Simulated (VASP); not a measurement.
Write the native input for VASP 6.6.1 that does the following.

- Task: single point
- Functional: PBE
- Potentials or basis: VASP PAW PBE potentials, release 64 (Ag_GW, Br_GW)
- Cutoff: 550 eV
- k mesh: 8 × 8 × 8
- Occupations: gaussian, width 0.1 eV
- Spin: no spin polarisation
- Further INCAR settings: ALGO = Fast; EDIFF = 1e-06

The structure of AgBr lies in POSCAR:

```
AgBr
1.0
    0.0000000000      2.8701500000      2.8701500000
    2.8701500000      0.0000000000      2.8701500000
    2.8701500000      2.8701500000      0.0000000000
Ag Br
1 1
Direct
    0.0000000000      0.0000000000      0.0000000000
    0.5000000000      0.5000000000      0.5000000000
```

These files were run (other wordings do the same):

INCAR

```
SYSTEM = AgBr
PREC = Accurate
ENCUT = 550
EDIFF = 1E-6
ISMEAR = 0
SIGMA = 0.1
LREAL = .False.
LASPH = .True.
NELM = 80
ALGO = Fast
ISIF = 2
LWAVE = .False.
LCHARG = .True.
GGA = PE
LELF = .True.
LVHAR = .True.
```

KPOINTS

```
regular mesh
0
Gamma
  8 8 8
  0 0 0
```

Potentials or basis: VASP PAW PBE potentials, release 64 (Ag_GW, Br_GW).

Command:

```sh
$ cat potpaw_PBE.64/Ag_GW/POTCAR potpaw_PBE.64/Br_GW/POTCAR > POTCAR
$ mpirun -np 1 vasp_std > vasp.out
```

It gave:

The pressure is 2.2 GPa and the band gap on the k mesh is 0.66 eV, indirect (least direct gap 2.60 eV).

Run time: 14 s on 1 thread of Intel(R) Xeon(R) 6975P-C (Granite Rapids) (shared host), peak memory 0.19 GiB.
